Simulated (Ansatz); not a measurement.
Crystal: S.

```xyz
6
Lattice="5.4090 3.1229 1.4267 -5.4090 3.1229 1.4267 0.0000 -6.2458 1.4267" Properties=species:S:1:pos:R:3 pbc="T T T"
S     4.1595   -1.7607    2.4018
S    -3.6046   -2.7219    2.4018
S    -0.5550    4.4826    2.4018
S    -4.1595    1.7607    1.8782
S     3.6046    2.7219    1.8782
S     0.5550   -4.4826    1.8782
```

This isn't the form of S at room conditions, which is orthorhombic, of S8 rings.

* Program: Ansatz 0.2.0
* Task: single point
* Functional: PBE
* Potentials or basis: Ansatz PAW
* Cutoff: 420 eV (not typed: the program's choice for these potentials)
* k mesh: 7 × 7 × 7
* Occupations: fermi-dirac, width 0.05 eV
* Spin: no spin polarisation

On this cell: pressure 3.0 GPa; largest force 0.436 eV/Å; band gap on the k mesh 2.13 eV, indirect (least direct gap 2.21 eV).

The same run follows on a disturbed copy (atoms moved at random, drawn with an rms of 0.05 Å):

```
S
1.0
     5.40900    3.12289    1.42667
    -5.40900    3.12289    1.42667
     0.00000   -6.24578    1.42667
S
6
Direct
  0.84990 0.07986 0.73852
  0.07346 0.74239 0.84317
  0.75217 0.85588 0.08415
  0.13803 0.90665 0.23764
  0.92259 0.25087 0.14788
  0.25334 0.15409 0.92046
```

Q: What does the disturbed cell give?

A: The energy moves by +6.1 meV/atom; pressure 3.2 GPa; largest force 0.871 eV/Å; band gap on the k mesh 2.10 eV, indirect (least direct gap 2.19 eV).

Forces in eV/Å, atoms in the order of the input:
```
S   -0.324 -0.055  0.069
S    0.335  0.430 -0.117
S   -0.352 -0.466 -0.445
S    0.576 -0.459  0.465
S   -0.605  0.208  0.089
S    0.371  0.341 -0.060
```

Stress tensor (GPa, compression positive):
```
4.48 0.36 0.30
0.36 3.21 0.10
0.30 0.10 1.99
```

Caveats: odd divisions of the mesh miss points on the zone boundary, where band edges often lie, so the gap on the mesh can be too wide.

A k mesh can miss the band edges.
